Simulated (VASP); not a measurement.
# Mg3Sb2 (P-3m1) in VASP: band structure with PBEsol

Aim: the band structure of Mg3Sb2 with PBEsol.

All numbers are computed with VASP 6.6.1; they aren't measurements. Logs are shortened: lines on timing, memory, paths and dates and some standing lists are left out, and cuts for length are marked.

## 1. Starting point

Symmetry: P-3m1, No. 164, trigonal system. The conventional cell has a = 4.555 Å, b = 4.555 Å, c = 7.186 Å, α = 90.00°, β = 90.00°, γ = 120.00°. Mg (site symmetry 3m) has 4 Sb at 2.83 to 2.94 Å and 3 Mg at 3.25 Å as nearest neighbours. Mg (site symmetry -3m) is surrounded by 6 Sb at 3.08 Å. Around Sb (site symmetry 3m) lie 7 Mg at 2.83 to 3.08 Å.

## 2. Band structure, PBEsol

Input file INCAR:

```
ALGO = Normal
EDIFF = 1E-6
ENCUT = 520
GGA = PS
ICORELEVEL = 1
ISIF = 2
ISMEAR = 0
LASPH = True
LCHARG = False
LREAL = False
LWAVE = False
NBANDS = 16
NELM = 80
PREC = Accurate
SIGMA = 0.03
```

Input file KPOINTS:

```
k-points
0
Gamma
  9 9 5
```

Input file POSCAR:

```
Mg3Sb2                                  
1.0
    4.5546491330     -0.0000000000     -0.0000000000
   -2.2773245666      3.9444418544     -0.0000000000
   -0.0000000000      0.0000000000      7.1860071842
  Mg              Sb            
     3     2
Direct
     0.3333333300000021    0.6666666699999979    0.6325098384122477
     0.6666666699999979    0.3333333300000021    0.3674901615877524
     1.0000000000000000    0.0000000000000000    1.0000000000000000
     0.3333333300000021    0.6666666699999979    0.2237411488488391
     0.6666666699999979    0.3333333300000021    0.7762588511511609
```

Input file KPOINTS_OPT:

```
explicit points
141
Reciprocal
 0.0000000000  0.0000000000  0.0000000000 1
 0.0357142857  0.0000000000  0.0000000000 1
 0.0714285714  0.0000000000  0.0000000000 1
 0.1071428571  0.0000000000  0.0000000000 1
 0.1428571429  0.0000000000  0.0000000000 1
 0.1785714286  0.0000000000  0.0000000000 1
[... 133 lines left out ...]
 0.5000000000  0.0000000000  0.5000000000 1
 0.5000000000  0.0000000000  0.0000000000 1
```

Potentials or basis: VASP PAW PBE potentials, release 64 (Mg, Sb).

Command:

```
cat potpaw_PBE.64/Mg/POTCAR potpaw_PBE.64/Sb/POTCAR > POTCAR
mpirun -np 1 vasp_std > vasp.out
```

OUTCAR:

```text
EDIFF = 1E-6
   ENCUT = 520
   GGA = PS
   ISIF = 2
   ISMEAR = 0
   LASPH = True
   LREAL = False
   NELM = 80
   PREC = Accurate

 ion  position               nearest neighbor table
   1  0.333  0.667  0.633-   5 2.83   5 2.83   5 2.83   4 2.94   2 3.25   2 3.25   2 3.25
   2  0.667  0.333  0.367-   4 2.83   4 2.83   4 2.83   5 2.94   1 3.25   1 3.25   1 3.25
   3  0.000  0.000  0.000-   4 3.08   5 3.08   4 3.08   5 3.08   5 3.08   4 3.08
   4  0.333  0.667  0.224-   2 2.83   2 2.83   2 2.83   1 2.94   3 3.08   3 3.08   3 3.08
   5  0.667  0.333  0.776-   1 2.83   1 2.83   1 2.83   2 2.94   3 3.08   3 3.08   3 3.08

  LATTYP: Found a hexagonal cell.
 ALAT       =     4.5546491330
 C/A-ratio  =     1.5777301334

  Lattice vectors:

 A1 = (   4.5546491330,   0.0000000000,   0.0000000000)
 A2 = (  -2.2773245666,   3.9444418544,   0.0000000000)
 A3 = (   0.0000000000,   0.0000000000,   7.1860071842)

Analysis of symmetry for initial positions (statically):
=====================================================================
 Subroutine PRICEL returns:
 Original cell was already a primitive cell.

 Routine SETGRP: Setting up the symmetry group for a
 hexagonal supercell.

 Subroutine GETGRP returns: Found 12 space group operations
 (whereof 12 operations were pure point group operations)
 out of a pool of 24 trial point group operations.

The static configuration has the point symmetry D_3d.

Analysis of symmetry for dynamics (positions and initial velocities):
=====================================================================
 Subroutine PRICEL returns:
 Original cell was already a primitive cell.

 Routine SETGRP: Setting up the symmetry group for a
 hexagonal supercell.

 Subroutine GETGRP returns: Found 12 space group operations
 (whereof 12 operations were pure point group operations)
 out of a pool of 24 trial point group operations.

The dynamic configuration has the point symmetry D_3d.

 Subroutine INISYM returns: Found 12 space group operations
 (whereof 12 operations are pure point group operations),
 and found     1 'primitive' translations

----------------------------------------------------------------------------------------

                                     Primitive cell

  volume of cell :     129.1006

  direct lattice vectors                    reciprocal lattice vectors
     4.554649133  0.000000000  0.000000000     0.219555880  0.126760647  0.000000000
    -2.277324567  3.944441854  0.000000000     0.000000000  0.253521293  0.000000000
     0.000000000  0.000000000  7.186007184     0.000000000  0.000000000  0.139159338

  length of vectors
     4.554649133  4.554649133  7.186007184     0.253521293  0.253521293  0.139159338

  position of ions in fractional coordinates (direct lattice)
     0.333333330  0.666666670  0.632509838
     0.666666670  0.333333330  0.367490162
     0.000000000  0.000000000  0.000000000
     0.333333330  0.666666670  0.223741149
     0.666666670  0.333333330  0.776258851

  ion indices of the primitive-cell ions
   primitive index   ion index
                 1           1
                 2           2
                 3           3
                 4           4
                 5           5

----------------------------------------------------------------------------------------

 KPOINTS: k-points

Automatic generation of k-mesh.
 Grid dimensions read from file:
 generate k-points for:    9    9    5

 Generating k-lattice:

  Cartesian coordinates                     Fractional coordinates (reciprocal lattice)
     0.024395098  0.014084516  0.000000000     0.111111111 -0.000000000  0.000000000
     0.000000000  0.028169033  0.000000000     0.000000000  0.111111111  0.000000000
     0.000000000  0.000000000  0.027831868     0.000000000  0.000000000  0.200000000

  Length of vectors
     0.028169033  0.028169033  0.027831868

  Shift w.r.t. Gamma in fractional coordinates (k-lattice)
     0.000000000  0.000000000  0.000000000

 Subroutine IBZKPT returns following result:
 ===========================================

 Found     50 irreducible k-points:

 Following reciprocal coordinates:
            Coordinates               Weight
  0.000000  0.000000  0.000000      1.000000
  0.111111  0.000000  0.000000      6.000000
  0.222222  0.000000  0.000000      6.000000
  0.333333  0.000000  0.000000      6.000000
  0.444444  0.000000  0.000000      6.000000
  0.111111  0.111111  0.000000      6.000000
[... 16 lines left out ...]
  0.222222  0.111111  0.200000     12.000000
 -0.111111  0.333333  0.200000     12.000000
 [... further k-points ...]
   k-points           NKPTS =     50   k-points in BZ     NKDIM =     50   number of bands    NBANDS=     16
   number of dos      NEDOS =    301   number of ions     NIONS =      5
   total plane-waves  NPLWV =  69984
   dimension x,y,z NGX =    36 NGY =   36 NGZ =   54
   dimension x,y,z NGXF=    72 NGYF=   72 NGZF=  108
   ions per type =               3   2
   NGX,Y,Z   is equivalent  to a cutoff of  13.14, 13.14, 12.49 a.u.
   NGXF,Y,Z  is equivalent  to a cutoff of  26.28, 26.28, 24.99 a.u.
 SYSTEM =  unknown system
   PREC   = accura    normal or accurate (medium, high low for compatibility)
   ISTART =      0    job   : 0-new  1-cont  2-samecut
   ICHARG =      2    charge: 1-file 2-atom 10-const
   ISPIN  =      1    spin polarized calculation?
   LNONCOLLINEAR =      F non collinear calculations
   LSORBIT =      F    spin-orbit coupling
   LASPH  =      T    aspherical Exc in radial PAW
   ENCUT  =  520.0 eV  38.22 Ry    6.18 a.u.   8.47  8.47 13.36*2*pi/ulx,y,z
   NELM   =     80;   NELMIN=  2; NELMDL= -5     # of ELM steps
   EDIFF  = 0.1E-05   stopping-criterion for ELM
   LREAL  =      F    real-space projection
   EDIFFG = 0.1E-04   stopping-criterion for IOM
   NSW    =      0    number of steps for IOM
   IBRION =     -1    ionic relax: 0-MD 1-quasi-New 2-CG
   NFREE  =      0    steps in history (QN), initial steepest desc. (CG)
   ISIF   =      2    stress and relaxation
   ISYM   =      2    0-nonsym 1-usesym 2-fastsym
   POTIM  = 0.5000    time-step for ionic-motion
   TEBEG  =    0.0;   TEEND  =   0.0 temperature during run
   PSTRESS=    0.0 pullay stress
   NELECT =      16.0000    total number of electrons
   NUPDOWN=      -1.0000    fix difference up-down
   EMIN   =  10.00;   EMAX   =-10.00  energy-range for DOS
   EFERMI =   0.00;   METHOD = LEGACY
   ISMEAR =     0;   SIGMA  =   0.03  broadening in eV -4-tet -1-fermi 0-gaus
   EFERMI_NEDOS =   21; number of points for ismear=-14 and -15
   IALGO  =     38    algorithm
   IMIX   =      4    mixing-type and parameters
     AMIX     =   0.40;   BMIX     =  1.00
     AMIX_MAG =   1.60;   BMIX_MAG =  1.00
  volume/ion in A,a.u.               =      25.82       174.24
  Fermi-wavevector in a.u.,A,eV,Ry     =   0.816217  1.542426  9.064332  0.666210
  Thomas-Fermi vector in A             =   1.926445
   LORBIT       =      0    0 simple, 1 ext, 2 COOP (PROOUT), +10 PAW based schemes
   GGA     = PS    functional components
   LHFCALC =     F    Hartree Fock is set to
   AEXX    =    0.0000 exact exchange contribution
   IVDW    =     0    specifies the selected vdW correction
   LEPSILON=     F    determine dielectric tensor
   LRPA    =     F    only Hartree local field effects (RPA)
 non-spin polarized calculation
 Gauss-broadening in eV      SIGMA  =   0.03
  energy-cutoff  :      520.00
  volume of cell :      129.10
 maximum number of plane-waves:      3524
 NGX is ok and might be reduce to    36
   NGX = 17   NGY = 17   NGZ = 27

 number of electron      16.0000000 magnetization

 Free energy of the ion-electron system (eV)
  ---------------------------------------------------
  ext. energy  EPLUGINS =         0.00000000
  ---------------------------------------------------
  free energy    TOTEN  =       -16.16036925 eV

  energy without entropy =      -16.16036910  energy(sigma->0) =      -16.16036918

 the core state eigenenergies are
   1-  1s  -1251.4550  2s    -71.7758  2p    -38.5298
   2-  1s  -1251.4550  2s    -71.7758  2p    -38.5298
   3-  1s  -1252.4967  2s    -72.5122  2p    -39.2708
   4-  1s -30287.7178  2s  -4599.7097  2p  -4127.8120  3s   -893.4768  3p   -739.7292
       3d   -505.2972  4s   -138.6142  4p    -91.5975  4d    -23.4496
   5-  1s -30287.7178  2s  -4599.7097  2p  -4127.8120  3s   -893.4768  3p   -739.7292
       3d   -505.2972  4s   -138.6142  4p    -91.5975  4d    -23.4496

 E-fermi :   4.6160     XC(G=0):  -8.9448

 val. band max:        4.5399830170   @ k =   0.0000   0.0000   0.0000
 cond. band min:       4.7013825194   @ k =   0.0000   0.4444   0.4000
 fundamental gap:      0.1613995024
 Fermi energy:         4.6159706774

 k-point     1 :       0.0000    0.0000    0.0000
  band No.  band energies     occupation
      1      -5.9052      2.00000
      2      -4.6046      2.00000
      3      -0.4996      2.00000
      4       3.3786      2.00000
      5       3.3786      2.00000
      6       4.1017      2.00000
[... 8 lines left out ...]
     15       8.5782      0.00000
     16       9.4936      0.00000

 k-point     2 :       0.1111    0.0000    0.0000
  band No.  band energies     occupation
      1      -5.8183      2.00000
      2      -4.5539      2.00000
      3      -0.3916      2.00000
      4       2.5821      2.00000
      5       3.1306      2.00000
      6       3.3487      2.00000
[... 8 lines left out ...]
     15       8.5962      0.00000
     16       8.7868      0.00000

 k-point     3 :       0.2222    0.0000    0.0000
  band No.  band energies     occupation
      1      -5.5696      2.00000
      2      -4.4274      2.00000
      3      -0.0756      2.00000
      4       1.3589      2.00000
      5       2.2604      2.00000
      6       2.7044      2.00000
[... 8 lines left out ...]
     15       8.8311      0.00000
     16       9.3698      0.00000

 k-point     4 :       0.3333    0.0000    0.0000
  band No.  band energies     occupation
      1      -5.2042      2.00000
      2      -4.3103      2.00000
      3       0.2771      2.00000
      4       0.5273      2.00000
      5       1.3315      2.00000
      6       2.3569      2.00000
[... 8 lines left out ...]
     15       9.9175      0.00000
     16      10.0259      0.00000

 k-point     5 :       0.4444    0.0000    0.0000
  band No.  band energies     occupation
      1      -4.8473      2.00000
      2      -4.3148      2.00000
      3      -0.1825      2.00000
      4       0.7631      2.00000
      5       1.0484      2.00000
      6       2.1701      2.00000
[... 8 lines left out ...]
     15      10.5981      0.00000
     16      10.9553      0.00000

 k-point     6 :       0.1111    0.1111    0.0000
  band No.  band energies     occupation
      1      -5.6502      2.00000
      2      -4.4647      2.00000
      3      -0.1791      2.00000
      4       1.8539      2.00000
      5       2.1548      2.00000
      6       3.1119      2.00000
[... 8 lines left out ...]
     15       8.9414      0.00000
     16       8.9664      0.00000
[... 267 lines left out ...]
 k-point    21 :       0.0000    0.4444    0.2000
  band No.  band energies     occupation
      1      -4.8011      2.00000
      2      -4.3569      2.00000
      3      -0.3705      2.00000
      4       0.4551      2.00000
      5       1.5548      2.00000
      6       2.2630      2.00000
[... 8 lines left out ...]
     15      11.1455      0.00000
     16      11.6164      0.00000

 k-point    22 :       0.1111    0.1111    0.2000
  band No.  band energies     occupation
      1      -5.5704      2.00000
      2      -4.6182      2.00000
      3       0.1087      2.00000
      4       1.9948      2.00000
      5       2.0611      2.00000
      6       2.9194      2.00000
[... 8 lines left out ...]
     15       8.8151      0.00000
     16       9.2769      0.00000

 k-point    23 :       0.2222    0.1111    0.2000
  band No.  band energies     occupation
      1      -5.2672      2.00000
      2      -4.4606      2.00000
      3       0.3117      2.00000
      4       0.9714      2.00000
      5       1.4754      2.00000
      6       2.3107      2.00000
[... 8 lines left out ...]
     15       9.4254      0.00000
     16       9.7970      0.00000

 k-point    24 :      -0.1111    0.3333    0.2000
  band No.  band energies     occupation
      1      -5.2691      2.00000
      2      -4.4566      2.00000
      3       0.1932      2.00000
      4       1.1992      2.00000
      5       1.4319      2.00000
      6       2.3056      2.00000
[... 8 lines left out ...]
     15       9.5161      0.00000
     16      10.1514      0.00000

 [... further k-points ...]

------------------------ aborting loop because EDIFF is reached ----------------------------------------

  FORCE on cell =-STRESS in cart. coord.  units (eV):
  Direction    XX          YY          ZZ          XY          YZ          ZX
  --------------------------------------------------------------------------------------
  -------------------------------------------------------------------------------------
  Total       -0.0047544     -0.0047544      0.0033064      0.0000000      0.0000000      0.0000000
  in kB       -0.0590038     -0.0590038      0.0410330      0.0000000      0.0000000      0.0000000
  external PRESSURE =      -0.0256582 kB  Pullay stress =       0.0000000 kB

 VOLUME and BASIS-vectors are now :
 -----------------------------------------------------------------------------
  energy-cutoff  :      520.00
  volume of cell :      129.10
      direct lattice vectors                 reciprocal lattice vectors
     4.554649133  0.000000000  0.000000000     0.219555880  0.126760647  0.000000000
    -2.277324567  3.944441854  0.000000000     0.000000000  0.253521293  0.000000000
     0.000000000  0.000000000  7.186007184     0.000000000  0.000000000  0.139159338

 POSITION                                       TOTAL-FORCE (eV/Angst)
 -----------------------------------------------------------------------------------
     -0.00000      2.62963      4.54522        -0.000000      0.000000     -0.003749
      2.27732      1.31481      2.64079         0.000000      0.000000      0.003749
      0.00000      0.00000      0.00000        -0.000000      0.000000      0.000000
     -0.00000      2.62963      1.60781        -0.000000     -0.000000      0.004817
      2.27732      1.31481      5.57820         0.000000      0.000000     -0.004817
 -----------------------------------------------------------------------------------
    total drift:                                0.000000     -0.000000     -0.000000

  FREE ENERGIE OF THE ION-ELECTRON SYSTEM (eV)
  ---------------------------------------------------
  free  energy   TOTEN  =       -16.1603692480 eV

  energy  without entropy=      -16.1603691037  energy(sigma->0) =      -16.16036918
```

Run time: 85 s. Hardware: 1 thread of Intel Xeon 6975P-C (Granite Rapids), shared host; peak memory 0.36 GiB.

What came out:

| Property | Result |
| --- | --- |
| Free energy | -16.1604 eV |
| Pressure | 0.0 GPa |
| Largest force | 0.005 eV/Å |
| Band gap on the k mesh | 0.16 eV, indirect (least direct gap 1.09 eV) |
| Band gap along the path | 0.18 eV, indirect (least direct gap 1.09 eV) |

Forces on the atoms (eV/Å):
```
Mg   0.000  0.000 -0.004
Mg   0.000  0.000  0.004
Mg   0.000  0.000  0.000
Sb   0.000  0.000  0.005
Sb   0.000  0.000 -0.005
```

Levels at the corners of the path, in eV from the valence-band top:
```
point  band 6  band 7  band 8  band 9  band 10  band 11
    Γ   -0.44   -0.44    0.00    1.09     1.15     2.99
    M   -2.39   -2.28   -0.93    0.30     1.91     2.09
    M   -2.39   -2.28   -0.93    0.30     1.91     2.09
    K   -2.65   -2.65   -2.60    0.18     4.10     4.20
    K   -2.65   -2.65   -2.60    0.18     4.10     4.20
    Γ   -0.44   -0.44    0.00    1.09     1.15     2.99
    Γ   -0.44   -0.44    0.00    1.09     1.15     2.99
    A   -0.82   -0.80   -0.80    1.68     1.84     2.64
    A   -0.82   -0.80   -0.80    1.68     1.84     2.64
    L   -1.73   -1.68   -1.59    0.45     1.21     1.70
    L   -1.73   -1.68   -1.59    0.45     1.21     1.70
    H   -3.42   -1.02   -1.02    1.72     1.72     2.45
    H   -3.42   -1.02   -1.02    1.72     1.72     2.45
    A   -0.82   -0.80   -0.80    1.68     1.84     2.64
    L   -1.73   -1.68   -1.59    0.45     1.21     1.70
    M   -2.39   -2.28   -0.93    0.30     1.91     2.09
    K   -2.65   -2.65   -2.60    0.18     4.10     4.20
    H   -3.42   -1.02   -1.02    1.72     1.72     2.45
```

Core levels (eV, on the scale of the bands):
```csv
atom,levels
1 Mg,"1s -1251.5, 2s -71.8, 2p -38.5"
2 Mg,"1s -1251.5, 2s -71.8, 2p -38.5"
3 Mg,"1s -1252.5, 2s -72.5, 2p -39.3"
4 Sb,"1s -30287.7, 2s -4599.7, 2p -4127.8, 3s -893.5, 3p -739.7, 3d -505.3, 4s -138.6, 4p -91.6, 4d -23.4"
5 Sb,"1s -30287.7, 2s -4599.7, 2p -4127.8, 3s -893.5, 3p -739.7, 3d -505.3, 4s -138.6, 4p -91.6, 4d -23.4"
```

Caveat: the PAW data sets were made with another functional, which shifts forces and pressure a little; spin-orbit coupling is left out, which moves the levels of the heavy elements. Expect the measured gap to be larger: semilocal functionals such as PBEsol lack the derivative discontinuity.
